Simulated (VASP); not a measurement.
Crystal: Ge.

```
Ge
1.0
     0.00000    2.88574    5.11566
     2.63050    0.00000    5.11566
     2.63050    2.88574    0.00000
Ge
4
Direct
  0.72649 0.27351 0.72649
  0.27351 0.72649 0.27351
  0.21813 0.21813 0.78187
  0.78187 0.78187 0.21813
```

This isn't the form of Ge at room conditions, which is diamond.

- Program: VASP 6.6.1
- Task: relaxation of cell and atoms
- Functional: BLYP
- Potentials or basis: VASP PAW PBE potentials, release 64 (Ge_d)
- Cutoff: 600 eV
- k mesh: 5 × 5 × 5
- Occupations: fermi-dirac, width 0.05 eV
- Spin: no spin polarisation

At the start: pressure 6.1 GPa; volume 19.42 Å³/atom.

**Question.** Where does the relaxation end?

**Answer.** Over 33 steps the energy falls by 48.4 meV/atom and the volume is 21.86 Å³/atom (+12.6 %); space group Fmmm (No. 69, to 0.05 Å).

The path:
| step | energy change (eV) | largest force (eV/Å) | pressure (GPa) | volume (Å³) |
| --- | --- | --- | --- | --- |
| 1 | 0.0000 | 0.1166 | 6.10 | 77.67 |
| 2 | -0.1518 | 0.1301 | -0.08 | 86.27 |
| 3 | -0.1518 | 0.1309 | -0.03 | 86.19 |
| 4 | -0.1542 | 0.1356 | 0.01 | 86.20 |
| 5 | -0.1586 | 0.1314 | 0.04 | 86.22 |
| 6 | -0.1601 | 0.1332 | 0.06 | 86.24 |
| 7 | -0.1646 | 0.1322 | 0.06 | 86.29 |
| 8 | -0.1726 | 0.1052 | 0.12 | 86.38 |
| 9 | -0.1774 | 0.0237 | 0.36 | 86.55 |
| 10 | -0.1815 | 0.0434 | 0.28 | 86.88 |
| 11 | -0.1830 | 0.0846 | 0.19 | 87.24 |
| 12 | -0.1854 | 0.0839 | 0.02 | 87.36 |
| 13 | -0.1886 | 0.0702 | -0.20 | 87.68 |
| 14 | -0.1888 | 0.0636 | -0.33 | 87.77 |
| 15 | -0.1899 | 0.0476 | -0.12 | 87.32 |
| 16 | -0.1901 | 0.0513 | 0.08 | 86.92 |
| 17 | -0.1905 | 0.0462 | 0.06 | 86.98 |
| 18 | -0.1908 | 0.0415 | 0.04 | 87.03 |
| 19 | -0.1910 | 0.0324 | 0.00 | 87.14 |
| 20 | -0.1914 | 0.0320 | 0.03 | 87.18 |
| 21 | -0.1922 | 0.0306 | -0.05 | 87.29 |
| 22 | -0.1932 | 0.0384 | -0.01 | 87.52 |
| 23 | -0.1932 | 0.0417 | -0.07 | 87.60 |
| 24 | -0.1932 | 0.0400 | -0.04 | 87.57 |
| 25 | -0.1935 | 0.0127 | 0.06 | 87.48 |
| 26 | -0.1935 | 0.0060 | 0.03 | 87.46 |
| 27 | -0.1935 | 0.0068 | 0.06 | 87.41 |
| 28 | -0.1935 | 0.0050 | 0.05 | 87.45 |
| 29 | -0.1935 | 0.0018 | -0.07 | 87.57 |
| 30 | -0.1935 | 0.0020 | -0.01 | 87.54 |
| 31 | -0.1935 | 0.0026 | 0.04 | 87.54 |
| 32 | -0.1935 | 0.0013 | -0.03 | 87.54 |
| 33 | -0.1935 | 0.0012 | 0.02 | 87.45 |

Final structure:
```
Ge
1.0
     0.00000    2.99928    5.45080
     2.67458    0.00000    5.45080
     2.67458    2.99928    0.00000
Ge
4
Direct
  0.72096 0.27904 0.72096
  0.27904 0.72096 0.27904
  0.20203 0.20203 0.79797
  0.79797 0.79797 0.20203
```

Caveat: the PAW data sets were made with another functional, which shifts forces and pressure a little.
